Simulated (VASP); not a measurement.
Runs of VASP 6.6.1 on HfS2. The cell holds a slab with vacuum, 3 atoms: a = 3.606 Å, b = 3.606 Å, c = 31.824 Å, α = 90.00°, β = 90.00°, γ = 120.00°. 

```tsv
cell	smearing	gap on the mesh (eV)	largest force (eV/Å)
the lower layer alone in the bilayer's cell	gaussian 0.05 eV	1.25	0.07
P-3m1, 119.48 Å³/atom	gaussian 0.02 eV	(a)	0.01
P-3m1, 120.28 Å³/atom	gaussian 0.02 eV	1.25	0.07
the clean substrate in the cell of the map	gaussian 0.05 eV	1.25	0.07
```

Alike in all rows: task single point; level PBE+D3(BJ); potentials or basis VASP PAW PBE potentials, release 64 (S, Hf_pv); no spin polarisation; k mesh 9 × 9 × 1; cutoff (eV) 520.

Q: Estimate the missing entries.

A: (a) 1.22.

Caveats: spin-orbit coupling is left out, which moves the levels of the heavy elements.

A k mesh can miss the band edges, and the runs leave out spin-orbit coupling on Hf.
